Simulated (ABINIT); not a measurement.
BAs:

```
As B
1.0
     0.00000    2.38850    2.38850
     2.38850    0.00000    2.38850
     2.38850    2.38850    0.00000
As B
1 1
Direct
  0.75000 0.75000 0.75000
  0.00000 0.00000 0.00000
```

* Program: ABINIT 10.8.3 (patched build)
* Task: relaxation of cell and atoms
* Functional: PBE
* Potentials or basis: PseudoDojo NC SR PBE v0.4.1 standard
* Cutoff: 1143 eV
* k mesh: 8 × 8 × 8
* Occupations: fermi-dirac, width 0.05 eV
* Spin: no spin polarisation

At the start: pressure 2.8 GPa; volume 13.63 Å³/atom.

Problem. Where does the relaxation end?

Solution. Over 4 steps the energy falls by 2.3 meV/atom and the volume is 13.90 Å³/atom (+2.0 %); space group F-43m (No. 216, to 0.05 Å).

Step by step:
```
step  energy change (eV)  largest force (eV/Å)  pressure (GPa)  volume (Å³)
   1              0.0000                0.0000            2.76        27.25
   2             -0.0031                0.0000            1.58        27.48
   3             -0.0047                0.0000            0.04        27.80
   4             -0.0047                0.0000            0.00        27.81
```

Final structure:
```
As B
1.0
     0.00000    2.40458    2.40458
     2.40458    0.00000    2.40458
     2.40458    2.40458    0.00000
As B
1 1
Cartesian
  3.6069 3.6069 3.6069
  0.0000 0.0000 0.0000
```
